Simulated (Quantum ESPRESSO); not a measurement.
Mo:

```xyz
1
Lattice="-1.5838 1.5838 1.5838 1.5838 -1.5838 1.5838 1.5838 1.5838 -1.5838" Properties=species:S:1:pos:R:3 pbc="T T T"
Mo    0.0000    0.0000    0.0000
```

* Program: Quantum ESPRESSO 7.5
* Task: phonons and electron-phonon coupling
* Functional: LDA
* Potentials or basis: GBRV 1.5 LDA
* Cutoff: 612 eV
* Density cutoff: 4898 eV
* k mesh: 12 × 12 × 12
* Occupations: methfessel-paxton, width 0.272 eV
* Spin: no spin polarisation
* Form of the LDA correlation: PZ81
* Mixing beta: 0.5
* Most SCF iterations: 120
* SCF threshold: 2e-10 Ry
* q mesh: 4 × 4 × 4

The cell and the atoms were relaxed first, to 15.03 Å³/atom (a = 2.693 Å, b = 2.693 Å, c = 2.693 Å, α = 109.47°, β = 109.47°, γ = 109.47°), and the response was taken there.

Levels for the coupling come from a 36 × 36 × 36 mesh; ten broadenings of the double delta from 0.07 to 0.68 eV; Tc from the McMillan formula in the Allen-Dynes form.

**Question.** How strong is the electron-phonon coupling, and what superconducting temperature follows?

**Answer.** Over broadenings from 0.27 to 0.54 eV, λ lies between 0.47 and 0.49 and ω_log near 283 K, which gives Tc from 2.7 to 3.1 K at μ* = 0.10 and from 1.5 to 1.8 K at μ* = 0.13.

Electron-phonon coupling by broadening of the double delta (levels on a 36 × 36 × 36 mesh):
```
broadening (eV)     λ  N(E_F) (states/eV a spin and cell)  ω_log (K)  Tc, μ* 0.10 (K)  Tc, μ* 0.13 (K)
           0.07  0.54                               0.333        286              4.6              3.0
           0.14  0.50                               0.315        287              3.5              2.1
           0.20  0.50                               0.319        286              3.4              2.0
           0.27  0.49                               0.320        285              3.1              1.8
           0.34  0.48                               0.321        283              2.8              1.6
           0.41  0.47                               0.323        282              2.7              1.5
           0.48  0.47                               0.326        282              2.7              1.5
           0.54  0.47                               0.329        281              2.7              1.5
           0.61  0.47                               0.332        281              2.7              1.5
           0.68  0.48                               0.336        281              2.8              1.6
```

Coupling and linewidth of each mode at the computed q points (broadening 0.27 eV):
```
                    q         cm⁻¹  λ of the modes  linewidths (GHz)
   (0.00, 0.00, 0.25)  119 140 208  0.12 0.09 0.10            6 6 16
  (0.00, 0.00, -0.50)  166 210 284  0.67 0.07 0.10          69 11 29
   (0.00, 0.25, 0.25)  199 212 252  0.11 0.09 0.08          17 14 18
   (0.25, 0.25, 0.25)  223 223 223  0.19 0.19 0.19          36 36 36
  (0.25, 0.25, -0.25)  151 151 254  0.25 0.25 0.16          21 22 38
 (0.25, -0.50, -0.50)  189 235 251  0.42 0.20 0.16          56 40 38
(-0.50, -0.50, -0.50)  209 209 209  0.65 0.66 0.65       107 108 106
```

Phonon frequencies at the corners of the path (cm⁻¹, interpolated; i marks imaginary ones):
| point | frequencies |
| --- | --- |
| Γ | 0 0 0 |
| H | 209 209 209 |
| N | 166 210 284 |
| P | 223 223 223 |

The smallest broadenings aren't converged on these meshes, and μ* is assumed, not computed; spin fluctuations are left out.

Caveat: λ from interpolated matrix elements is rough: modes that symmetry makes equal can differ by tens of percent.
